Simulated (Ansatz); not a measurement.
# SnTe: response to strain

Aim: deform SnTe (zz strain of -2 %) and compute stress, forces and field gradients with LAPW, PAW and all-electron datasets made for the crystal.

Method: DFT PBE, scalar-relativistic, in Ansatz 0.2.0.

**1. The structure to begin with**

It takes space group Fm-3m (No. 225, cubic). Conventional cell: a = 6.313 Å, b = 6.313 Å, c = 6.313 Å, α = 90.00°, β = 90.00°, γ = 90.00°. Around Sn (site symmetry m-3m) lie 6 Te at 3.16 Å. Te (site symmetry m-3m) has 6 Sn at 3.16 Å as nearest neighbours.

Coordinates:

```cif
data_structure
_symmetry_space_group_name_H-M 'P 1'
_symmetry_Int_Tables_number 1
_cell_length_a 4.4640
_cell_length_b 4.4640
_cell_length_c 4.4640
_cell_angle_alpha 60.000
_cell_angle_beta 60.000
_cell_angle_gamma 60.000
_cell_volume 62.90
loop_
_atom_site_label
_atom_site_type_symbol
_atom_site_fract_x
_atom_site_fract_y
_atom_site_fract_z
_atom_site_occupancy
Sn1 Sn 0.00000 0.00000 0.00000 1
Te1 Te 0.50000 0.50000 0.50000 1
```

Atoms are numbered in the order of the input: Sn1, Te2.

**2. The deformed structure**

Space group Fm-3m before, I4/mmm after.

**3. LAPW, all electrons**

Contents of input.yaml:

```yaml
crystal:
  lattice:
    - [0.0, 3.1565, 3.09337]
    - [3.1565, 0.0, 3.09337]
    - [3.1565, 3.1565, 0.0]
  atoms:
    - { symbol: Sn, position: [0.0, 0.0, 0.0] }
    - { symbol: Te, position: [0.5, 0.5, 0.5] }
kpoints:
  mp_grid: { grid: [11, 11, 11] }
  band_path:
    path:
      - [0.0, 0.0, 0.0]
      - [0.0, 0.5, 0.5]
      - [0.25, 0.75, 0.5]
      - [0.0, 0.5, 0.0]
      - [0.0, 0.0, 0.0]
      - [0.5, 0.5, 0.0]
      - [0.3801541025, 0.6198458975, 0.0]
      - [-0.3801541025, 0.3801541025, 0.0]
      - [0.0, 0.0, 0.0]
    npoints: 5
scf:
  occupations: { method: fermi_dirac, width: 0.08 }
hamiltonian:
  xc: pbe
  pseudopotentials: { kind: all_electron, lapw: { basis_error: 0.00025 } }
output:
  forces: true
  stress: true
  eigenvalues: true
```

The run is started by

```
> ansatz run input.yaml --threads 1 --pin off --max-ram 3072MiB --backend cpu --events-out ev --progress --plain --runs-dir out
```

**4. PAW with frozen cores**

Contents of input.yaml:

```yaml
crystal:
  lattice:
    - [0.0, 3.1565, 3.09337]
    - [3.1565, 0.0, 3.09337]
    - [3.1565, 3.1565, 0.0]
  atoms:
    - { symbol: Sn, position: [0.0, 0.0, 0.0] }
    - { symbol: Te, position: [0.5, 0.5, 0.5] }
kpoints:
  mp_grid: { grid: [11, 11, 11] }
scf:
  occupations: { method: fermi_dirac, width: 0.08 }
hamiltonian:
  xc: pbe
  pseudopotentials: { kind: paw }
output:
  forces: true
  stress: true
  eigenvalues: true
  efg: { contact_densities: true }
  write_density: true
  write_potential: true
  elf: true
  volumetric_format: npy
```

**5. Datasets made for this crystal**

input.yaml: that of step 4 with these lines changed.

```diff
@@ -14,3 +14,3 @@
   xc: pbe
-  pseudopotentials: { kind: paw }
+  pseudopotentials: { kind: all_electron, datasets: crystal }
 output:
@@ -20,5 +20 @@
   efg: { contact_densities: true }
-  write_density: true
-  write_potential: true
-  elf: true
-  volumetric_format: npy
```

(Steps that only read results are left out.)

Q: Predict the outcome of this session. Wanted: pressure; largest shear or deviatoric stress.

As calculated:

| quantity | value |
| --- | --- |
| pressure | LAPW 3.13, PAW 3.13, crystal datasets 3.13 GPa |
| largest shear or deviatoric stress (LAPW) | 2.03 GPa |

What this shows: The largest part of the stress beyond the pressure is 2.03 GPa in size, in the zz component; the atoms are carried along and not relaxed. No run of the undeformed cell stands beside it, so the pressure holds what the given cell had before the change. PAW: stress within 0.01 GPa of LAPW. Crystal datasets: stress within 0.01 GPa of LAPW. Spin-orbit coupling is left out, though the cell holds Te; in elements this heavy it can shift bands and gaps by tenths of an eV.
